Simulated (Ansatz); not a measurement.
# CdO: one input, then a changed one

The structure comes from a relaxation in the same program, started in the rocksalt type. Whether it is a known phase or the ground state wasn't checked. The listed cell was then made from it by scaling, straining or moving an atom.

First run: DFT, PBE, PAW with Ansatz's default frozen-core files, scalar-relativistic (Ansatz 0.2.0).

Command: `ansatz run input.yaml --threads 1 --pin off --max-ram 2048MiB --backend cpu --events-out ev --progress --plain --runs-dir out` The run took 4.7 s on 1 thread of Intel(R) Xeon(R) Platinum 8259CL CPU @ 2.50GHz (Skylake/Cascade Lake), with other jobs on the host.

```yaml
crystal:
  lattice:
    - [0.0, 2.3639287859, 2.3639287859]
    - [2.3639287859, 0.0, 2.3639287859]
    - [2.3639287859, 2.3639287859, 0.0]
  atoms:
    - { symbol: Cd, position: [0.0, 0.0, 0.0] }
    - { symbol: O, position: [0.5, 0.5, 0.5] }
kpoints:
  mp_grid: { grid: [16, 16, 16] }
scf:
  occupations: { method: fermi_dirac, width: 0.08 }
hamiltonian:
  xc: pbe
  pseudopotentials: { kind: paw }
output:
  forces: true
  stress: true
  eigenvalues: true
  efg: { contact_densities: true }
```

Result: converged; pressure 3.39 GPa; no gap on the k mesh; 6 SCF iterations.

A second input differs as follows:

```diff
@@ -8,7 +8,8 @@
     - { symbol: O, position: [0.5, 0.5, 0.5] }
 kpoints:
-  mp_grid: { grid: [16, 16, 16] }
+  mp_grid: { grid: [1, 1, 1] }
 scf:
   occupations: { method: fermi_dirac, width: 0.08 }
+  max_iter: 100
 hamiltonian:
   xc: pbe
```

Q: What is wrong with it, and what does the program do?

A: The fault is one k-point for a small cell. The run converged; energy at zero smearing +2218.3 meV/atom from the first run; pressure 12.85 GPa; gap on the k mesh 0.13 eV (the mesh can miss the band edges); 15 SCF iterations. Such numbers aren't properties of the crystal. The log ends:
```
--- Stress (GPa, compression-positive) ---
       12.845189      -0.000000       0.000000
        0.000000      12.845189       0.000000
        0.000000       0.000000      12.845189
  P = ⅓ Tr σ = 12.8452 GPa (128.452 kbar)
--- PAW observables at the nuclei: V_zz in 10²¹ V/m², potentials from the cell's mean, atoms counted from 1 ---
  atom   1  Cd V_zz =    +0.000000   η = 0.0000   by run symmetry: forbidden
            electrostatic potential = -7709.019278 V   contact ρ = 1035940.921173 e/Å³
  atom   2  O  V_zz =    +0.000000   η = 0.0000   by run symmetry: forbidden
            electrostatic potential = -630.702868 V   contact ρ = 2158.634949 e/Å³
--- Band table (eV) ---
  k-point 0: bands = ["-89.1329", "-50.1492", "-50.1492", "-50.1492", "-4.1494", "4.9278", "4.9278", "4.9278", "5.2108", "5.2108", "11.8671", "11.8671", "11.8671", "12.0007", "26.8192", "29.1779", "29.1779"]
```
